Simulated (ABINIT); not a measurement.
Here is an ABINIT 10.8.3 (patched build) calculation.

The input run.abi:

```
# Datasets: one volume each
ndtset 7
scalecart1 3*0.9795861087
scalecart2 3*0.9864848297
scalecart3 3*0.9932883884
scalecart4 3*1.0000000000
scalecart5 3*1.0066227096
scalecart6 3*1.0131594038
scalecart7 3*1.0196128224

# Pseudopotentials
pp_dirpath "./"
pseudos "Ti.upf, Si.upf"

# Structure
acell 3*1.0 Angstrom
rprim
     0.0000000000     3.1443560000     3.1443560000
     3.1443560000     0.0000000000     3.1443560000
     3.1443560000     3.1443560000     0.0000000000
ntypat 2
znucl 22 14
natom 4
typat 1 1 1 2
xred
     0.0000000000     0.0000000000     0.0000000000
     0.2500000000     0.2500000000     0.2500000000
     0.7500000000     0.7500000000     0.7500000000
     0.5000000000     0.5000000000     0.5000000000

# Plane-wave basis
ecut 42.0

# k points
kptopt 1
ngkpt 7 7 7
nshiftk 1
shiftk 0.0 0.0 0.0

# Exchange and correlation
ixc -116133

# Bands and occupations
nband 24
occopt 3
tsmear 0.05 eV

# SCF cycle
nstep 100
tolvrs 1.0e-10

# Output
iomode 3
prtwf 0
prtden 0
prteig 0
prtebands 0
```

Potentials or basis: PseudoDojo NC SR PBEsol v0.4.1 standard.

The run is started by

```sh
$ mpirun --bind-to none -np 4 abinit run.abi > log 2>&1
```

**Question.** What does it give for the pressure derivative of the bulk modulus?

**Answer.** 3.9.

**Question.** Predict the equilibrium volume.

**Answer.** 14.97 Å³/atom.

**Question.** Estimate the bulk modulus.

**Answer.** 142 GPa.

Energy against volume, from the lowest point:
| volume (Å³/atom) | energy (meV/atom) |
| --- | --- |
| 14.611 | 3.87 |
| 14.922 | 0.00 |
| 15.233 | 1.94 |
| 15.544 | 9.13 |
| 15.855 | 21.08 |
| 16.166 | 37.31 |
| 16.477 | 57.41 |

Caveat: pressures at fixed basis lie under the slope of the energies.
